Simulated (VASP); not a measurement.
# Rh: intraband terms of a metal's spectrum

Rh, Fm-3m (no. 225), 1 atom in the cell. PBE, independent-particle dielectric function; PAW potentials Rh_pv (PBE set).

## Input

INCAR.step1:
```
PREC = Accurate ; ENCUT = 290
ISMEAR = 1 ; SIGMA = 0.1
EDIFF = 1E-7 ; LASPH = True
KPAR = 4 ; LWAVE = False
LCHARG = True ; LMAXMIX = 4
```

INCAR.step2:
```
PREC = Accurate ; ENCUT = 290
ISMEAR = 0 ; SIGMA = 0.3
EDIFF = 1E-6 ; LASPH = True
KPAR = 4 ; LWAVE = True
LCHARG = False ; LMAXMIX = 4
ICHARG = 11 ; NBANDS = 22
NEDOS = 3000 ; OMEGAMAX = 30
CSHIFT = 0.1
```

INCAR.step3, as INCAR.step2 but for:
```
- LWAVE = True
+ LWAVE = False
+ LOPTICS = True
+ ALGO = None
+ NELM = 1
+ ISTART = 1
```

INCAR.step4, as INCAR.step3 but for:
```
+ WPLASMAI = 0.03
```

INCAR.step5 to INCAR.step6 change the same tag again: WPLASMAI = 0.1, 0.3.

INCAR.step7, as INCAR.step6 but for:
```
- WPLASMAI = 0.3
+ RTIME = 40
```

INCAR.step8, as INCAR.step7 but for:
```
- RTIME = 40
+ RTIME = 1
```

INCAR.step9, as INCAR.step8 but for:
```
- RTIME = 1
+ LNABLA = True
```

INCAR.step10, as INCAR.step9 but for:
```
- ISMEAR = 0
- LNABLA = True
+ ISMEAR = -5
```

KPOINTS.step1:
```
k-points
0
Gamma
  12 12 12
```

KPOINTS.step2:
```
k-points
0
Gamma
  24 24 24
```

POSCAR:
```
Rh
1.0
    0.0000000000      1.8978500000      1.8978500000
    1.8978500000      0.0000000000      1.8978500000
    1.8978500000      1.8978500000      0.0000000000
Rh
1
Direct
    0.0000000000      0.0000000000      0.0000000000
```

Commands (each step's output is kept before the next begins):
```
cat potpaw_PBE.64/Rh_pv/POTCAR > POTCAR
cp INCAR.step1 INCAR
cp KPOINTS.step1 KPOINTS
mpirun -np 4 vasp_std > vasp.out
cp INCAR.step2 INCAR
cp KPOINTS.step2 KPOINTS
mpirun -np 4 vasp_std > vasp.out
cp INCAR.step3 INCAR
mpirun -np 4 vasp_std > vasp.out
cp INCAR.step4 INCAR
mpirun -np 4 vasp_std > vasp.out
cp INCAR.step5 INCAR
mpirun -np 4 vasp_std > vasp.out
cp INCAR.step6 INCAR
mpirun -np 4 vasp_std > vasp.out
cp INCAR.step7 INCAR
mpirun -np 4 vasp_std > vasp.out
cp INCAR.step8 INCAR
mpirun -np 4 vasp_std > vasp.out
cp INCAR.step9 INCAR
mpirun -np 4 vasp_std > vasp.out
cp INCAR.step10 INCAR
mpirun -np 4 vasp_std > vasp.out
```

## Result

- Bands: 22

One ground state, settings moved in the last step alone:

| Settings | Plasma frequency (eV) | Im ε at 0.5 eV | Im ε at 1 eV | Im ε at 2 eV | Im ε at 4 eV | Time (s) |
|---|---|---|---|---|---|---|
| interband part alone | 9.87 | 94.1 | 59.3 | 28.5 | 5.7 | 14 |
| Drude term, WPLASMAI 0.03 | 9.87 | 117.3 | 62.2 | 28.9 | 5.7 | 13 |
| Drude term, WPLASMAI 0.1 | 9.87 | 169.0 | 69.0 | 29.8 | 5.8 | 14 |
| Drude term, WPLASMAI 0.3 | 9.87 | 265.9 | 86.1 | 32.1 | 6.1 | 9 |
| relaxation time RTIME 40 fs | 9.87 | 106.9 | 60.9 | 28.7 | 5.7 | 9 |
| relaxation time RTIME 1 fs | 9.87 | 281.7 | 104.0 | 35.8 | 6.7 | 10 |
| transversal form (LNABLA) | 9.07 | 82.6 | 53.4 | 25.9 | 5.5 | 12 |
| tetrahedron method | – | – | – | – | – | no result |

VASP 6.6.1 took 104 s on 4 cores (AMD EPYC 7R43 (Zen 3)), a shared host.
